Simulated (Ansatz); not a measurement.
Consider the substitution at a C–C bond: `CCC(C)C(C)C` + `O[Si](O)(O)O` → `CCO[Si](O)(O)O` + `CCC(C)C`.

Isolated molecules relaxed with PBE0-D4/def2-TZVP in Ansatz; ΔE leaves out vibrations. CCSD(T)/CBS adds triple-zeta CCSD(T) − MP2 to the extrapolated MP2 energy (def2 sets, frozen cores). This one scheme is used for every species. Functionals use def2-TZVPP. B3LYP here is the variant with VWN-RPA as its local correlation; programs differ in this. Each species was taken in one conformer, which may not be the lowest.

`CCC(C)C(C)C`:

Z-matrix (Å, degrees):
```
C
C 1 1.520
H 1 1.092 2 112.0
H 1 1.093 2 111.1 3 120.0
H 1 1.094 2 111.0 3 -120.3
C 2 1.528 1 113.9 3 62.8
H 2 1.096 1 109.3 3 -59.7
H 2 1.094 1 108.6 3 -175.1
C 6 1.540 2 113.2 1 165.8
C 6 1.523 2 111.5 1 -67.8
H 6 1.099 2 107.1 1 49.3
C 9 1.523 6 112.1 2 -69.3
C 9 1.523 6 113.5 2 56.7
H 9 1.098 6 105.9 2 174.3
H 10 1.093 6 111.0 2 -179.6
H 10 1.094 6 111.4 2 -59.5
H 10 1.092 6 111.7 2 60.5
H 12 1.094 9 111.3 6 -53.2
H 12 1.094 9 111.7 6 67.4
H 12 1.093 9 110.8 6 -173.2
H 13 1.094 9 111.3 6 -66.8
H 13 1.092 9 112.2 6 54.2
H 13 1.093 9 110.5 6 174.1
```

`O[Si](O)(O)O`:

Cartesian coordinates in Å:
```
O -0.626 1.290 0.778
Si 0.000 0.000 0.000
O 1.465 -0.272 0.664
O 0.248 0.187 -1.601
O -1.087 -1.205 0.159
H -0.010 1.982 1.025
H 2.077 -0.799 0.149
H -0.515 0.072 -2.169
H -1.553 -1.255 0.995
```

`CCO[Si](O)(O)O`:

Cartesian coordinates in Å:
```
C 0.915 2.009 -0.121
C -0.148 1.247 0.633
O -0.775 0.287 -0.205
Si -0.428 -1.298 -0.204
O 1.198 -1.431 -0.222
O -0.929 -2.127 1.110
O -1.197 -1.943 -1.491
H 1.706 1.334 -0.451
H 0.486 2.499 -0.997
H 1.358 2.776 0.520
H 0.285 0.761 1.515
H -0.932 1.924 0.985
H 1.561 -2.268 0.071
H -1.854 -2.374 1.134
H -1.247 -1.397 -2.276
```

`CCC(C)C`:

Cartesian coordinates in Å:
```
C 0.712 0.177 -1.942
C -0.409 0.289 -0.923
C 0.046 0.257 0.534
C -1.127 0.532 1.464
C 0.717 -1.060 0.899
H 1.224 -0.786 -1.883
H 0.330 0.281 -2.960
H 1.461 0.960 -1.789
H -1.135 -0.519 -1.081
H -0.957 1.223 -1.093
H 0.782 1.062 0.669
H -0.812 0.551 2.510
H -1.891 -0.246 1.362
H -1.599 1.491 1.237
H 1.608 -1.249 0.297
H 0.028 -1.897 0.750
H 1.022 -1.066 1.949
```

```
             level  ΔE (kJ/mol)  difference from CCSD(T)/CBS
            PBE-D4         34.9                         -8.1
         r2SCAN-D4         34.9                         -8.1
           PBE0-D4         37.1                         -5.9
          B3LYP-D4         29.3                        -13.7
           ωB97X-V         34.2                         -8.8
           ωB97M-V         37.9                         -5.1
            B2PLYP         31.6                        -11.4
               PBE         30.6                        -12.4
            r2SCAN         33.4                         -9.6
              PBE0         33.4                         -9.6
             B3LYP         22.9                        -20.1
     HF/def2-TZVPP         16.8                        -26.2
    MP2/def2-TZVPP         49.2                          6.2
SCS-MP2/def2-TZVPP         40.8                         -2.2
   CCSD/def2-TZVPP         38.9                         -4.1
CCSD(T)/def2-TZVPP         41.5                         -1.5
     HF/def2-QZVPP         16.4                        -26.6
    MP2/def2-QZVPP         49.9                          6.9
SCS-MP2/def2-QZVPP         41.6                         -1.4
      HF/CBS(def2)         16.3                        -26.7
     MP2/CBS(def2)         50.7                          7.7
    CCSD/CBS(def2)         40.4                         -2.6
       CCSD(T)/CBS         43.0                            0
```

Largest T1 diagnostic among the species: 0.011.

The D4 term adds +6.4 kJ/mol with B3LYP and +3.7 kJ/mol with PBE0; it sums over pairs of atoms, weighted by their polarisabilities, and B3LYP, whose exchange is more repulsive, gets the larger term. In def2-TZVPP, CCSD(T) changes the Hartree–Fock value by +24.7 kJ/mol (the triples alone add +2.6 kJ/mol) and MP2 by +32.4 kJ/mol.

CCSD(T)/CBS has its own doubt, a few kJ/mol and more with outer-core shells, so smaller differences from it don't rank the levels.
